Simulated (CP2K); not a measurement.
CdTe in CP2K: the effect of functional

CdTe:

```
Te Cd
1.0
     4.53255    0.00000    0.00000
     2.26628    3.92531    0.00000
     2.26628    1.30844    3.70082
Te Cd
1 1
Direct
  0.75000 0.75000 0.75000
  0.00000 0.00000 0.00000
```

Alike in all runs:

```yaml
Program: CP2K 2026.2
Task: single point
Potentials_or_basis: POTENTIAL_UZH Te GTH-PBE-q6, Cd GTH-PBE-q12; TZVP-MOLOPT-PBE-GTH basis
Density_cutoff: 9184 eV
k_mesh: 7 × 7 × 7
Occupations: fermi-dirac, width 0.05 eV
Spin: no spin polarisation
```

| functional | gap on the mesh (eV) | pressure (GPa) |
| --- | --- | --- |
| LDA | ? | ? |
| PBEsol | 0.73 | 2.9 |
| RPBE | 1.01 | 6.1 |
| revPBE | 0.97 | 5.8 |
| BLYP | 0.89 | 7.6 |
| TPSS | 0.96 | 4.4 |

**Question.** What does the run with functional LDA give?

**Answer.** gap on the mesh 0.61 eV; pressure 1.9 GPa.

Caveats: the potentials were made for another functional, which shifts forces and pressure; spin-orbit coupling is left out, which moves the levels of the heavy elements; the basis of atomic orbitals isn't converged, which shifts pressures, moduli and gaps.

Runs at the PBE level aren't shown here.
